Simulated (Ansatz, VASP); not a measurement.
**One calculation of K3H8, two programs**

```xyz
11
Lattice="7.5923 0.0000 0.0000 0.0000 7.5923 0.0000 0.0000 0.0000 7.1109" Properties=species:S:1:pos:R:3 pbc="T T T"
K     0.0000    0.0000    3.5555
K     0.0000    3.7961    0.0000
K     3.7961    0.0000    0.0000
H     4.9617    0.0000    3.1697
H     2.6306    0.0000    3.1697
H     0.0000    4.9617    3.1697
H     0.0000    2.6306    3.1697
H     2.6306    0.0000    3.9412
H     4.9617    0.0000    3.9412
H     0.0000    4.9617    3.9412
H     0.0000    2.6306    3.9412
```

Alike in both runs: functional PBE; k mesh 6 × 6 × 6; occupations gaussian, width 0.1 eV; no spin polarisation.

Ansatz relaxed the structure, and its values are those at the end. VASP's run is a single point on that final structure, the one shown.

|  | VASP | Ansatz |
| --- | --- | --- |
| version | VASP 6.6.1 | Ansatz 0.2.0 |
| potentials or method | VASP PAW PBE potentials, release 64 (K_sv, H) | scalar-relativistic, plane waves, PAW |
| plane-wave cutoff (eV) | 520 | 420 |
| valence electrons in the cell | 35 | 35 |

|  | VASP | Ansatz | Ansatz less VASP |
| --- | --- | --- | --- |
| gap on the k mesh at the Fermi level (eV) | none | none | - |
| pressure (GPa) | 0.0 | 0.0 | +0.05 |
| rms of the force components (eV/Å) | 0.004 | 0.001 | -0.0034 |

A gap of «none» marks a metal or a gap that the smearing closes. Ansatz warned: «xc_potential_rough_in_thin_density».
